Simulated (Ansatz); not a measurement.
# Si chain started as a dimerised line: period, moment and channels by functional, part 3 of 3

Wanted: the relaxed geometry and the open channels of the Si chain started as a dimerised line, by several methods.

Ansatz 0.2.0; DFT PBE, plane waves, PAW; relaxation of a chain's period (the session's first sound run).

So far, conductance of the lead as this run defines it (G₀): 3.00 in steps 3, 5 and 7.

### 8. The relaxed wire

This step: DFT PBEsol, plane waves, PAW; relaxation of a chain's period (Ansatz 0.2.0).

The relaxation is repeated under another functional. PBEsol weakens PBE's gradient terms and usually lands between LDA and PBE.

input.yaml

```yaml
crystal:
  lattice:
    - [7.5, 0.0, 0.0]
    - [0.0, 7.5, 0.0]
    - [0.0, 0.0, 4.218]
  atoms:
    - { symbol: Si, position: [0.5, 0.5, 0.0], spin: 0.3 }
    - { symbol: Si, position: [0.5, 0.5, 0.45], spin: 0.3 }
magnetization:
  spin_polarized: true
kpoints:
  mp_grid: { grid: [1, 1, 19] }
scf:
  occupations: { method: fermi_dirac, width: 0.05 }
hamiltonian:
  xc: pbesol
relax:
  cell: { fix: [a, b, alpha, beta, gamma] }
  max_steps: 60
```

On the command line:

```bash
> ansatz run input.yaml --threads 4 --pin off --max-ram 8192MiB --backend cpu --events-out ev --progress --plain --runs-dir out
```

Numbers of over 12 decimals in the logs are rounded to 6 here.

What it wrote:

```text
[...]
Crystal: 2 atoms, lattice volume = 237.262 Å³
Basis set: ecut = 420 eV, 4623 PW (Γ), exchange–correlation on 108×108×60 points (8 copies of the dense FFT grid, shifted against one another)
Bands: 9, of which v1, the nominal top of the filled ones, is band 4 counted from 1 (3 counted from 0)
Symmetry: 16 space group operations
[...]
0.000000       0.150440       0.000000
        0.000000       0.000000       0.042761
  P = ⅓ Tr σ = 0.1145 GPa (1.145 kbar)
--- Relaxed structure (6 steps of the walk, 5 accepted, 1 SCFs on fresh bases) ---
[...]
cell:  # Å, volume = 247.7070 Å³
    - [7.5, 0.0, 0.0]
    - [0.0, 7.5, 0.0]
    - [0.0, 0.0, 4.403681]
  atoms:
    - { symbol: Si, position: [0.5, 0.5, -0.024991] }
    - { symbol: Si, position: [0.5, 0.5, 0.474991] }
[key lines of the parts left out:]
SCF converged after 5 iterations
Magnetization: 0.0000 μB (4.0000 up, 4.0000 down)
Free energy (F): -1238.607712 eV
Fermi energy:    -3.340231 eV
```

It took 8.8 s on 4 threads of Arm Neoverse V1, shared host; peak memory 0.45 GiB; 32 s of CPU time.

Step by step:

```csv
step,energy less that of the first step (eV),largest force component (eV/Å),pressure (GPa),volume (Å³)
1,0.0000,5.9441,1.49,237.26
2,-0.5342,1.7018,0.63,239.90
3,-0.6070,0.5374,0.43,241.91
4,-0.6344,0.0073,0.22,246.65
5,-0.6330,0.0001,-0.09,249.36
6,-0.6357,0.0013,0.11,247.71
7*,-0.6363,0.0013,0.11,247.71
```

Relaxation steps marked * repeat the geometry before them on a plane-wave basis chosen anew for their cell, so energy and pressure can jump there. Relaxation step 5 was tried and not accepted.

The run keeps the 16 symmetry operations that it works with, so distortions that break them were not tested.

| cell as run | before | after | change |
| --- | --- | --- | --- |
| c (Å) | 4.218 | 4.404 | +4.4 % |

The atoms that moved most (Å, along periodic axes as changes of fractional coordinates times the final cell, across vacuum about the mean position):

```
atom     dx     dy      dz  length
 Si1  0.000  0.000  -0.110   0.110
 Si2  0.000  0.000   0.110   0.110
```

The relaxed structure:

```
Si
1.0
     7.50000    0.00000    0.00000
     0.00000    7.50000    0.00000
     0.00000    0.00000    4.40368
Si
2
Direct
  0.50000 0.50000 0.97501
  0.50000 0.50000 0.47499
```

The cell's length comes to 4.404 Å, -0.4 % against the first run, with no moment. The two atoms stand evenly on a line, so the true period is half of it.

### 9. The wire at its relaxed period, level PBEsol, cutoff 420 eV

This step: DFT PBEsol, plane waves, PAW; channels and complex bands of a perfect chain (Ansatz 0.2.0).

The channels are counted again under PBEsol, at the period that it gave.

input.yaml

```yaml
crystal:
  lattice:
    - [7.5, 0.0, 0.0]
    - [0.0, 7.5, 0.0]
    - [0.0, 0.0, 4.4036807969]
  atoms:
    - { symbol: Si, position: [0.5, 0.5, 0.975009264] }
    - { symbol: Si, position: [0.5, 0.5, 0.474990736] }
kpoints:
  mp_grid: { grid: [1, 1, 19] }
  band_path: { path: ["Γ", Z], npoints: 60 }
scf:
  occupations: { method: fermi_dirac, width: 0.05 }
hamiltonian:
  xc: pbesol
output:
  transmission:
    e_range: [-2, 2]
    de: 0.035
    kmesh: [1, 1]
    reduced_basis: true
    leads: [[0, 0]]
  dos: { projected: true, e_range: [-6, 4] }
```

What it wrote:

```text
[...]
Crystal: 2 atoms, lattice volume = 247.707 Å³
Basis set: ecut = 420 eV, 4879 PW (Γ)
Bands: 8, of which v1, the nominal top of the filled ones, is band 4 counted from 1 (3 counted from 0)
Symmetry: 32 space group operations
[...]
k-points: 10 of 19
[...]
Fermi energy:    -3.340277 eV
[...]
--- Band table (eV; the first three rows and the last of 10) ---
[...]
--- Transmission ---
  basis      : 497 plane waves across, 6 finite elements along
  points     : 1, standing for a mesh of 1 x 1
[...]
crystal 0  : Si2, at the sites [0, 0], period 4.4037 Å: whole cells are its period
[...]
filled         : 39.7 meV under the level at which it is neutral
    channels       : 3.000000e0 a spin
[...]
[key lines of the parts left out:]
SCF converged after 6 iterations
Free energy (F): -1238.607746 eV
```

Run time: 14 s. Hardware: 4 threads; peak memory 0.48 GiB.

At the computed energy nearest the Fermi level there are 3 channels a spin, and the thermal average gives 3.00 G₀.

### 10. Side by side

Times are for 4 threads of Arm Neoverse V1, shared host. The runs compared:

| no. | level | conductance of the lead as this run defines it (G₀) | time | memory (GiB) |
| --- | --- | --- | --- | --- |
| 1 | PBE | 3.000 | 15 s | 0.48 |
| 2 | RPBE | 3.000 | 15 s | 0.47 |
| 3 | r2SCAN | 3.000 | 14 s | 0.84 |
| 4 | PBEsol | 3.000 | 14 s | 0.48 |

### 11. The relaxed wire, cutoff 390 eV

This step: DFT PBE, plane waves, PAW (JTH); relaxation of a chain's period (Ansatz 0.2.0).

The same functional on other atomic datasets tests how far the result hangs on the treatment of the cores. Against the first PBE run of this kind, the cutoff is 390 eV against 420.

input.yaml

```yaml
crystal:
  lattice:
    - [7.5, 0.0, 0.0]
    - [0.0, 7.5, 0.0]
    - [0.0, 0.0, 4.218]
  atoms:
    - { symbol: Si, position: [0.5, 0.5, 0.0], spin: 0.3 }
    - { symbol: Si, position: [0.5, 0.5, 0.45], spin: 0.3 }
magnetization:
  spin_polarized: true
kpoints:
  mp_grid: { grid: [1, 1, 19] }
scf:
  occupations: { method: fermi_dirac, width: 0.05 }
hamiltonian:
  xc: pbe
  pseudopotentials: { kind: paw, source: jth }
relax:
  cell: { fix: [a, b, alpha, beta, gamma] }
  max_steps: 60
```

What it wrote:

```text
[...]
0.000000       0.155545       0.000000
        0.000000       0.000000      -0.015565
  P = ⅓ Tr σ = 0.0985 GPa (0.985 kbar)
--- Relaxed structure (6 steps of the walk, 5 accepted, 1 SCFs on fresh bases) ---
[...]
cell:  # Å, volume = 248.6736 Å³
    - [7.5, 0.0, 0.0]
    - [0.0, 7.5, 0.0]
    - [0.0, 0.0, 4.420865]
  atoms:
    - { symbol: Si, position: [0.5, 0.5, -0.025000] }
    - { symbol: Si, position: [0.5, 0.5, 0.475000] }
[key lines of the parts left out:]
SCF converged after 6 iterations
Magnetization: -0.0000 μB (4.0000 up, 4.0000 down)
Free energy (F): -1267.408186 eV
Fermi energy:    -3.306812 eV
```

It took 9.9 s on 4 threads; peak memory 0.46 GiB.

The cell's length comes to 4.421 Å, -0.0 % against the first run, with no moment. The two atoms stand evenly on a line, so the true period is half of it.

### 12. The relaxed wire

This step: DFT PBE, plane waves, PAW; relaxation of a chain's period (Ansatz 0.2.0).

No moment formed, so a run without spin should agree; this checks it and saves time.

input.yaml, the sections that differ from step 11:

```yaml
crystal:
  lattice:
    - [7.5, 0.0, 0.0]
    - [0.0, 7.5, 0.0]
    - [0.0, 0.0, 4.218]
  atoms:
    - { symbol: Si, position: [0.5, 0.5, 0.0] }
    - { symbol: Si, position: [0.5, 0.5, 0.45] }
hamiltonian:
  xc: pbe
# kpoints, scf, relax: as in step 11
# magnetization: removed
```

What it wrote:

```text
[...]
Crystal: 2 atoms, lattice volume = 237.262 Å³
Basis set: ecut = 420 eV, 4623 PW (Γ), exchange–correlation on 108×108×60 points (8 copies of the dense FFT grid, shifted against one another)
Bands: 8, of which v1, the nominal top of the filled ones, is band 4 counted from 1 (3 counted from 0)
Symmetry: 16 space group operations
[...]
k-points: 10 of 19
[...]
0.155629       0.000000       0.000000
        0.000000       0.155629       0.000000
        0.000000       0.000000       0.021133
  P = ⅓ Tr σ = 0.1108 GPa (1.108 kbar)
--- Relaxed structure (6 steps of the walk, 5 accepted, 1 SCFs on fresh bases) ---
[...]
cell:  # Å, volume = 248.7100 Å³
    - [7.5, 0.0, 0.0]
    - [0.0, 7.5, 0.0]
    - [0.0, 0.0, 4.421512]
  atoms:
    - { symbol: Si, position: [0.5, 0.5, -0.025003] }
    - { symbol: Si, position: [0.5, 0.5, 0.475003] }
[key lines of the parts left out:]
SCF converged after 5 iterations
Free energy (F): -1267.559129 eV
Fermi energy:    -3.312317 eV
```

Wall time 3.3 s (4 threads); peak memory 0.41 GiB; 11 s of CPU time.

The cell's length comes to 4.422 Å, +0.0 % against the first run, with spin left out. The two atoms stand evenly on a line, so the true period is half of it.

### 13. Side by side

Times are for 4 threads of Arm Neoverse V1, shared host. The series side by side:

| no. | level | cell length along the wire (Å) | time | memory (GiB) |
| --- | --- | --- | --- | --- |
| 1 | PBE | 4.421 | 9.4 s | 0.45 |
| 2 | RPBE | 4.442 | 8.8 s | 0.45 |
| 3 | r2SCAN | 4.303 | 49 s | 0.94 |
| 4 | PBEsol | 4.404 | 8.8 s | 0.45 |
| 5 | PBE, JTH files | 4.421 | 9.9 s | 0.46 |
| 6 | PBE, no spin | 4.422 | 3.3 s | 0.41 |

### 14. With spin-orbit coupling

This step: DFT PBE, plane waves, fully relativistic PAW; channels of a perfect chain with spin-orbit coupling (Ansatz 0.2.0).

Spin-orbit coupling mixes the spins and splits bands that cross or touch without it, so it can open or close channels. Fully relativistic datasets take the place of the scalar ones. The window is narrow, since spinor matrices are twice as large.

input.yaml

```yaml
crystal:
  lattice:
    - [7.5, 0.0, 0.0]
    - [0.0, 7.5, 0.0]
    - [0.0, 0.0, 4.4211625677]
  atoms:
    - { symbol: Si, position: [0.5, 0.5, 0.974995432] }
    - { symbol: Si, position: [0.5, 0.5, 0.475004568] }
kpoints:
  mp_grid: { grid: [1, 1, 19] }
  band_path: { path: ["Γ", Z], npoints: 60 }
scf:
  occupations: { method: fermi_dirac, width: 0.05 }
hamiltonian:
  xc: pbe
  pseudopotentials: { kind: paw_fr }
output:
  transmission:
    e_range: [-0.42, 0.42]
    de: 0.035
    kmesh: [1, 1]
    reduced_basis: false
    leads: [[0, 0]]
magnetization:
  noncollinear: true
  spin_orbit: true
```

What it wrote:

```text
[...]
non-collinear run that drives no moment, with spin-orbit: no starting moment large enough to seed its density (crystal.atoms[].spin), no starting occupations that ask for one, no magnetisation constraint and no magnetic field, so the semilocal B_xc is pinned to zero
Crystal: 2 atoms, lattice volume = 248.690 Å³
Basis set: ecut = 420 eV, 4935 PW (Γ)
Bands: 16, of which v1, the nominal top of the filled ones, is band 8 counted from 1 (7 counted from 0)
Symmetry: 32 space group operations + 32 with time reversal
[...]
k-points: 10 of 19
Projection manifold: j_resolved (fully-relativistic pseudo-atomic orbitals)
[...]
SCF iter   1: F=—  HF=-1267.813848 eV  |F-HF|=—  |Δ(HF+E_count)|=         —  Δρ=1.33e-2  dr2=6.23e-1  dr2_m=0.00e0 (ungated)  ethr=3.10e-3  |M|=0.00e0 ∫|m|=0.00e0 μB  |m|>n=0.0e0 m-floor=0.0e0 τ_xc=0.0e0  β_m=1.00  ⟨swp⟩=9.7  Hψ=693  notcnv=0
[...]
spin=Noncollinear: LDOS preconditioning applied to the charge; magnetization (m_x, m_y, m_z) channels mix plain (no charge-response kernel on spin).
SCF iter   2: F=—  HF=-1267.554413 eV  |F-HF|=—  |Δ(HF+E_count)|=   2.59e-1  Δρ=3.95e-3  dr2=3.02e-2  dr2_m=0.00e0 (ungated)  ethr=3.10e-3  |M|=0.00e0 ∫|m|=0.00e0 μB  |m|>n=0.0e0 m-floor=0.0e0 τ_xc=0.0e0  β_m=0.93  ⟨swp⟩=2.8  Hψ=204  notcnv=0  defer=16
[...]
SCF iter   6: F=-1267.563494 eV  HF=-1267.563494 eV  |F-HF|=6.31e-9  |Δ(HF+E_count)|=   5.41e-7  Δρ=1.22e-6  dr2=3.35e-9  dr2_m=0.00e0 (ungated)  ethr=1.25e-9  |M|=0.00e0 ∫|m|=0.00e0 μB  |m|>n=0.0e0 m-floor=0.0e0 τ_xc=0.0e0  ⟨swp⟩=8.6  Hψ=427  notcnv=0
SCF 1 converged in 6 iterations: F = -1267.563494 eV  dr2 = 3.35e-9
[...]
transmission: 6 of 6 steps passed
SCF converged after 6 iterations
Magnetization: |M| = 0.0000 μB,  M = (+0.0000, +0.0000, +0.0000) μB
Absolute magnetization: 0.0000 μB (∫|m|)
  site 0: m = (+0.0000, +0.0000, +0.0000) μB, |m| = 0.0000 μB  (R = 0.91 Å)
  site 1: m = (+0.0000, +0.0000, +0.0000) μB, |m| = 0.0000 μB  (R = 0.91 Å)
Free energy (F): -1267.563494 eV
[...]
Internal energy: -1267.550688 eV  (E = F + TS)
E sigma→0 (E₀):  -1267.557091 eV
Entropy (-TS):   -0.012807 eV (-6.403 meV/atom)
Fermi energy:    -3.311888 eV
[...]
--- Band table (eV; the first three rows and the last of 10) ---
  k-point 0: bands = [... 4 lower, -4.6227, -4.6227, -4.6020, -4.6020, -4.3222, -4.3222, 0.2674, 0.2674, ... 4 higher]
  k-point 1: bands = [... 4 lower, -4.6032, -4.6032, -4.5825, -4.5825, -4.1128, -4.1128, 0.2873, 0.2873, ... 4 higher]
  k-point 2: bands = [... 4 lower, -4.5447, -4.5447, -4.5240, -4.5240, -3.6051, -3.6051, 0.3469, 0.3469, ... 4 higher]
  k-point 9: bands = [... 4 lower, -3.0472, -3.0472, -3.0266, -3.0266, -2.6792, -2.6792, -2.6585, -2.6585, ... 4 higher]
--- Transmission ---
  basis      : 497 plane waves across, 6 finite elements along
  points     : 1, standing for a mesh of 1 x 1
[...]
crystal 0  : Si2, at the sites [0, 0], period 4.4212 Å: whole cells are its period
[...]
filled         : 23.8 meV under the level at which it is neutral
    channels       : 6.000000e0 of both spins
[...]
```

The job ended after 5.2 min (4 threads; peak memory 5 GiB).

This step gave:

```yaml
energy_at_zero_smearing: -1267.5571 eV
channels_at_the_energy_nearest_the_fermi_level_both_spins: 6
```

The open channels of the lead, both spins stays at 6 for energy from -0.42 to 0.42 eV.

The slowest values at each energy, most degenerate partners merged, listed up to 1.5 1/Å. Table of Im kz of the slowest decaying states by energy, zero at the Fermi level:

| energy (eV) | decay 1 (Å⁻¹) | decay 2 (Å⁻¹) | decay 3 (Å⁻¹) | decay 4 (Å⁻¹) |
| --- | --- | --- | --- | --- |
| -0.420 | 1.04 | 1.20 | 1.31 | 1.40 |
| -0.385 | 1.03 | 1.20 | 1.30 | 1.40 |
| -0.350 | 1.03 | 1.19 | 1.30 | 1.40 |
| -0.315 | 1.02 | 1.19 | 1.30 | 1.39 |
| -0.280 | 1.02 | 1.18 | 1.29 | 1.39 |
| -0.245 | 1.01 | 1.18 | 1.29 | 1.39 |
| -0.210 | 1.01 | 1.18 | 1.29 | 1.38 |
| -0.175 | 1.00 | 1.17 | 1.28 | 1.38 |
| -0.140 | 0.999 | 1.17 | 1.28 | 1.38 |
| -0.105 | 0.994 | 1.16 | 1.28 | 1.37 |
| -0.070 | 0.990 | 1.16 | 1.27 | 1.37 |
| -0.035 | 0.985 | 1.16 | 1.27 | 1.37 |
| 0.000 | 0.980 | 1.15 | 1.26 | 1.36 |
| 0.035 | 0.975 | 1.15 | 1.26 | 1.36 |
| 0.070 | 0.971 | 1.14 | 1.26 | 1.36 |
| 0.105 | 0.966 | 1.14 | 1.25 | 1.35 |
| 0.140 | 0.961 | 1.14 | 1.25 | 1.35 |
| 0.175 | 0.956 | 1.13 | 1.25 | 1.35 |
| 0.210 | 0.952 | 1.13 | 1.24 | 1.34 |
| 0.245 | 0.947 | 1.12 | 1.24 | 1.34 |
| 0.280 | 0.942 | 1.12 | 1.24 | 1.33 |
| 0.315 | 0.937 | 1.12 | 1.23 | 1.33 |
| 0.350 | 0.932 | 1.11 | 1.23 | 1.33 |
| 0.385 | 0.927 | 1.11 | 1.22 | 1.32 |
| 0.420 | 0.922 | 1.10 | 1.22 | 1.32 |

Electronic bands along the path, in eV, zero at the Fermi level:

| point | band 5 | band 6 | band 7 | band 8 | band 9 | band 10 | band 11 | band 12 |
| --- | --- | --- | --- | --- | --- | --- | --- | --- |
| Γ | -1.31 | -1.31 | -1.29 | -1.29 | -1.01 | -1.01 | 3.58 | 3.58 |
| halfway | -0.87 | -0.87 | -0.85 | -0.85 | 1.66 | 1.66 | 2.61 | 2.61 |
| Z | 0.44 | 0.44 | 0.44 | 0.44 | 0.46 | 0.46 | 0.46 | 0.46 |

At the computed energy nearest the Fermi level there are 6 spinor channels, and the thermal average gives 3.00 G₀.

### 15. A varied input

This step: DFT PBE, plane waves, PAW; channels and complex bands of a perfect chain; changed: hamiltonian.pseudopotentials = {"kind": "paw_fr"}, magnetization = {"noncollinear": true, "spin_orbit": true} (Ansatz 0.2.0).

The atoms of the run on the perfect lead (PBE) are kept and the input is varied, to see whether the result depends on it. The ELF is not written this time.

Edit input.yaml of step 14 so:

```diff
@@ -18,7 +18,11 @@
   transmission:
-    e_range: [-0.42, 0.42]
+    e_range: [-2, 2]
     de: 0.035
     kmesh: [1, 1]
-    reduced_basis: false
+    reduced_basis: true
     leads: [[0, 0]]
+  dos: { projected: true, e_range: [-6, 4] }
+  write_potential: true
+  write_density: true
+  volumetric_format: npy
 magnetization:
```

What it wrote:

```text
Error: inconsistent input (output.transmission.reduced_basis, magnetization.noncollinear): a run with two-component spinors is solved on all plane waves alone: leave reduced_basis out
```

It took 0.05 s on 4 threads; peak memory 0.08 GiB.

The input was rejected at the start.

The program's message: “Error: inconsistent input (output.transmission.reduced_basis, magnetization.noncollinear): a run with two-component spinors is solved on all plane waves alone: leave reduced_basis out”

### 16. What came out

| Item | Value |
| --- | --- |
| cell length, PBE | 4.421 Å |
| cell length, RPBE | 4.442 Å |
| cell length, r2SCAN | 4.303 Å |
| cell length, PBEsol | 4.404 Å |
| cell length, PBE, JTH files | 4.421 Å |
| cell length, PBE, no spin | 4.422 Å |
| conductance, PBE | 3.00 G₀ |
| conductance, RPBE | 3.00 G₀ |
| conductance, r2SCAN | 3.00 G₀ |
| conductance, PBEsol | 3.00 G₀ |
| conductance, with spin-orbit coupling | 3.00 G₀ |

Under PBE the cell's length is 4.42 Å, no moment survives, and it is a metal with 3 channels a spin next to the Fermi level, 3.00 G₀ at 300 K. The cell's length spans 3.2 % over the functionals, shortest under r2SCAN and longest under RPBE. A perfect wire passes every open channel, so the conductance counts half a G₀ for each forward-moving state at the Fermi level, spin by spin. At the relaxed period it is a straight line with bonds of 2.21 Å, as the straight start enforces by symmetry. Transport is coherent and elastic here: the atoms are frozen, so scattering by vibrations plays no part.

[Logs are printed without paths, hosts, clocks, repeated set-up lines and the standing remarks that a program may print on its own settings, such as how far it seeks lower states.]

[Hosts, paths, dates, database ids (printed as entryN), source tags and the programs' standing remarks are cut or masked in the printed files.]
